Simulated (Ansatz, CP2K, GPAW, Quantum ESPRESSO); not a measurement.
# Ru: 4 runs at one level of theory

```
CELL_PARAMETERS angstrom
2.70580 0.00000 0.00000
-1.35290 2.34329 0.00000
0.00000 0.00000 4.28190
ATOMIC_POSITIONS crystal
Ru 0.66667 0.33333 0.75000
Ru 0.33333 0.66667 0.25000
```

Alike in all runs: task band structure; functional PBEsol; k mesh 11 × 11 × 6; occupations fermi-dirac, width 0.05 eV; no spin polarisation; no spin-orbit coupling. Pressure is positive in compression and, in plane waves, holds the error of the finite cutoff.

| program and potentials | plane-wave cutoff (eV) | notes | pressure (GPa) |
| --- | --- | --- | --- |
| GPAW, PAW data sets generated for this functional | 600 | - | ? |
| CP2K, POTENTIAL_UZH Ru GTH-PBE-q16; TZVP-MOLOPT-PBE-GTH basis | - | atomic basis; potentials made for PBE | -2.81 |
| Quantum ESPRESSO, PseudoDojo 0.4.1 SR PBEsol standard | 1143 | - | -5.60 |
| Ansatz, all-electron LAPW, scalar-relativistic | - | - | -6.23 |

Task: Estimate from the other rows what the run with GPAW, PAW data sets generated for this functional gave.

Result: Pressure -6.96 GPa. The other rows, which needn't bracket it: pressure -6.23 to -2.81.
